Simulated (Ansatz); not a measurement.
**Li in Ansatz: the effect of functional**

Li:

```
Li
1.0
    -1.77774    1.77774    1.77774
     1.77774   -1.77774    1.77774
     1.77774    1.77774   -1.77774
Li
1
Direct
  0.00000 0.00000 0.00000
```

The cell isn't the ideal one: volume scaled by 1.04.

Alike in all runs:

| Property | Result |
| --- | --- |
| Program | Ansatz 0.2.0 |
| Task | single point |
| Potentials or basis | Ansatz PAW |
| k mesh | 11 × 11 × 11 |
| Occupations | fermi-dirac, width 0.05 eV |
| Spin | no spin polarisation |

| functional | cutoff | pressure (GPa) |
| --- | --- | --- |
| LDA | 420 eV (not typed: the program's choice for these potentials) | ? |
| r2SCAN | 500 eV (not typed: the program's choice for these potentials) | -0.8 |
| PBE | 420 eV (not typed: the program's choice for these potentials) | -1.2 |

**Question.** What does the run with functional LDA give?

**Answer.** Pressure -1.9 GPa.

Caveats: the PAW data sets were made with another functional, which shifts forces and pressure a little (some runs).
